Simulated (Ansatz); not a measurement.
# ³³S nuclear quadrupole resonance in SiS2

Cell: a Materials Project structure (computed, not necessarily an observed phase), taken as it stands.

Space group Ibam (No. 72); a = 5.7494, b = 9.8209, c = 5.5487 Å.

| site | Wyckoff | site symmetry | x | y | z |
| --- | --- | --- | --- | --- | --- |
| Si | 4a | 222 | 0.0000 | 0.0000 | 0.7500 |
| S | 8j | ..m | 0.2986 | 0.3847 | 0.5000 |

One atom of each set is listed; the run and its k-mesh use a cell of 6 atoms with edges of 6.33, 6.33, 6.33 Å.

Level of theory: DFT, r2SCAN, plane waves and PAW, scalar-relativistic, 500 eV cutoff, Γ-centred 8×8×8 k-points, Fermi–Dirac smearing 0.01 eV (Ansatz 0.2.0).

³³S: I = 3/2, Q = -69.40 mb (year-2017 value). Static lattice, zero field.

Question: Predict the zero-field ³³S lines of each site.

Answer: For I = 3/2 there is one line, ν = (|C_Q|/2)(1 + η²/3)^½.

| site | atoms | V_zz (10²¹ V/m²) | C_Q (MHz) | η | line frequencies (MHz) |
| --- | --- | --- | --- | --- | --- |
| S | 4 | -12.60 | 21.1 | 0.67 | 11.3 |

At S V_zz stands upright on the plane of its two bonds (within 1°).
